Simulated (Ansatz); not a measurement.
**AlP (F-43m): dielectric-dependent hybrid calculation**

Aim: a dielectric-dependent hybrid calculation, for AlP (F-43m), run from a script.

The COD entry's cell or inner coordinates are ideal or old and differ from later refinements, so a difference from it is no clean test against experiment.

All numbers are computed with the Python package of Ansatz 0.2.0. The levels of theory stand in the script.

### Step 1. Starting point

The structure is cubic, space group F-43m (No. 216). The conventional cell has a = 5.451 Å, b = 5.451 Å, c = 5.451 Å, α = 90.00°, β = 90.00°, γ = 90.00°. Around Al (site symmetry -43m) lie 4 P at 2.36 Å. P (site symmetry -43m) has 4 Al at 2.36 Å as nearest neighbours.

No structure file is read: the coordinates are typed or built in the script.

### Step 2. The code

ddh_alp.py

```python
'''Dielectric-dependent hybrid for AlP.'''

import ansatz as az
import numpy as np


def count_gap(report):
    # lowest empty less highest filled band, counting bands; zero where they overlap
    return max(report.get('gap_by_band_count_ev') or 0.0, 0.0)

system = (
    az.Lattice.fcc(5.451)
    .space_group(216)
    .atom('Al', (0.0, 0.0, 0.0))
    .atom('P', (0.25, 0.25, 0.75))
    .primitive()
)

model = (
    system.calculation()
    .kpoints(4, center='gamma')
    .scf(tolerance=1e-09)
    .occupations('fixed')
    .band_table()
)
semilocal = model.functional('pbesol').run(threads=1).report
hybrid = model.functional(exchange='pbesol', correlation='pbesol', exact_fraction='inverse_dielectric').run(threads=1).report
alpha = hybrid['hybrid']['exact_exchange_fraction']
print(f'fraction of exact exchange {alpha:.4f}, so eps_inf = {1 / alpha:.2f}')
print(f'gap by band count: {count_gap(semilocal):.3f} eV semilocal, {count_gap(hybrid):.3f} eV hybrid')
```

### Step 3. The input behind the calls

The engine receives this input (first run):

```yaml
crystal:
  lattice:
    bravais: fcc
    a: 5.451
  space_group: 216
  atoms:
    - { symbol: Al, position: [0.0, 0.0, 0.0] }
    - { symbol: P, position: [0.25, 0.25, 0.75] }
  reduce_to_primitive: true
kpoints:
  mp_grid:
    grid: [4, 4, 4]
    shift: [0.0, 0.0, 0.0]
hamiltonian:
  xc: pbesol
scf:
  convergence:
    dr2_threshold: 1.0e-09
  occupations:
    method: fixed
output:
  eigenvalues: true
```

### Step 4. Running it

On the command line:

```sh
> python ddh_alp.py
```

The log of the run:

```text
DeckWarning: basis.ecutwfc = 420 eV, auto-derived from the records' recommended cutoffs: set by Al (normal level)
fraction of exact exchange 0.1206, so eps_inf = 8.29
gap by band count: 1.401 eV semilocal, 2.093 eV hybrid
```

(Warnings from the package without file and line.)

It took 13 s on 1 thread of Arm Neoverse V1, shared host; peak memory 0.6 GiB.

### Step 5. Inputs of later runs

The engine's inputs for the other runs:

Run 2, against run 1:

```diff
@@ -15 +15,5 @@
-  xc: pbesol
+  xc:
+    exchange: pbesol
+    correlation: pbesol
+    exx:
+      coeff: inverse_dielectric
```

### Step 6. What each run gave

From the records of these 2 runs:

```tsv
run	functional	hamiltonian.xc.exchange	hamiltonian.xc.correlation	energy (eV/atom)	gap on the mesh (eV)	SCF cycles	CPU time (s)
1	pbesol	not set	not set	-632.8156	1.40	6	0.42
2	not set	pbesol	pbesol	-635.1501	2.09	9	11
```

Totals hang on method, basis and potentials, so only like runs compare.

### Step 7. Summary of results

| quantity | value |
| --- | --- |
| runs compared | 2 |
| gap on the mesh | 1.40 (pbesol) to 2.09 eV (the functional composed in the script) |

What this shows: The fraction is 0.1206, one over a mean dielectric constant (a third of the trace) of 8.29. It opens the gap from 1.401 to 2.093 eV, by 0.69 eV. Notes:
- The k-point mesh is coarse, and energy and stress weren't tested for convergence.
- Of the deposited cell: the entry's cell lengths or inner coordinates differ somewhat from later room-temperature determinations.
- Gaps and levels are Kohn-Sham values on a finite set of k-points.
- The gaps are those of a coarse mesh; the run finds the dielectric constant of the semilocal functional on meshes of its own.
